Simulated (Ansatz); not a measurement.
Runs of Ansatz 0.2.0 on As. The structure is orthorhombic, space group Cmce (No. 64). The conventional cell has a = 3.650 Å, b = 11.000 Å, c = 4.470 Å, α = 90.00°, β = 90.00°, γ = 90.00°. As (site symmetry m) has 3 As at 2.48 to 2.49 Å as nearest neighbours. This isn't the form of As at room conditions, which is rhombohedral.

```csv
task,level,cutoff (eV),gap on the mesh (eV),V0 of scaled cells (Å³/atom),B0 (GPa)
equation of state,LDA,420,-,21.84,(b)
equation of state,PBEsol,420,-,22.34,71
phonons,PBE,420,0.08,-,-
density of states,PBE,420,0.08,-,-
equation of state,r2SCAN,500,-,(a),70
```

Alike in all rows: potentials or basis Ansatz PAW; no spin polarisation; cell as given; k mesh 8 × 8 × 6; smearing fermi-dirac 0.05 eV.

Q: Fill in the values left out.

A: (a) 22.86; (b) 75.

Caveats: the cell was scaled at fixed shape and fractional positions, which overstates the stiffness of a crystal with free parameters, most of all of layers and chains (some runs); some modes are imaginary (some runs); the PAW data sets were made with another functional, which shifts forces and pressure a little (some runs).

A k mesh can miss the band edges, and the runs leave out spin-orbit coupling on As.
